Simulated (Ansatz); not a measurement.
Set up this calculation in Ansatz 0.2.0, as the native input.

```
Task                : band structure
Functional          : PBEsol
Potentials or basis : all-electron PAW datasets made for the crystal
Cutoff              : 460 eV (chosen from the basis error)
k mesh              : 9 × 9 × 5
Occupations         : fermi-dirac, width 0.05 eV
Spin                : collinear spin, ferromagnetic start
Starting moments    : [4.0, 4.0, 0.0, 0.0] μB
```

The system is MnO.

```xyz
4
Lattice="3.3717 0.0000 0.0000 -1.6859 2.9200 0.0000 0.0000 0.0000 5.3855" Properties=species:S:1:pos:R:3 pbc="T T T"
Mn    1.6859    0.9733    2.7518
Mn    0.0000    1.9467    0.0590
O     1.6859    0.9733    4.7148
O     0.0000    1.9467    2.0221
```

Measurements of this composition are mostly on another form, of space group No. 225.

One way to write it, as run:

input.yaml

```yaml
crystal:
  lattice:
    - [3.3717, 0.0, 0.0]
    - [-1.68585, 2.9199778539, 0.0]
    - [0.0, 0.0, 5.3855]
  atoms:
    - { symbol: Mn, position: [0.6666666667, 0.3333333333, 0.51096], spin: 4.0 }
    - { symbol: Mn, position: [0.3333333333, 0.6666666667, 0.01096], spin: 4.0 }
    - { symbol: O, position: [0.6666666667, 0.3333333333, 0.87547] }
    - { symbol: O, position: [0.3333333333, 0.6666666667, 0.37547] }
kpoints:
  mp_grid: { grid: [9, 9, 5] }
  band_path:
    path:
      - [0.0, 0.0, 0.0]
      - [0.5, 0.0, 0.0]
      - [0.3333333333, 0.3333333333, 0.0]
      - [0.0, 0.0, 0.0]
      - [0.0, 0.0, 0.5]
      - [0.5, 0.0, 0.5]
      - [0.3333333333, 0.3333333333, 0.5]
      - [0.0, 0.0, 0.5]
    npoints: 10
scf:
  occupations: { method: fermi_dirac, width: 0.05 }
hamiltonian:
  xc: pbesol
  pseudopotentials: { kind: all_electron, datasets: crystal }
magnetization:
  spin_polarized: true
output:
  forces: true
  stress: true
  eigenvalues: true
  elf: true
  volumetric_format: npy
```

Potentials or basis: all-electron PAW datasets made for the crystal.

Run with:

```sh
$ ansatz run input.yaml --threads 4 --pin off --max-ram 12288MiB --backend cpu --events-out ev --progress --plain --runs-dir out
```

It gave:

The pressure is 0.8 GPa and the largest force is 0.591 eV/Å. The band gap along the path is none (metal or under the smearing width), the net moment is 9.99 μB per cell and the absolute moment is 9.99 μB per cell. The site moments are Mn +3.83; O +0.22 μB.

Caveat: semilocal functionals often make such compounds metallic where correlation or magnetic order opens a gap, which also shifts bond lengths; only a ferromagnetic start was run, and an antiferromagnetic order may lie lower in energy.

It took 87 s on 4 threads of Intel(R) Xeon(R) Processor @ 2.50GHz (Skylake/Cascade Lake), on a shared host, peak memory 1.5 GiB.
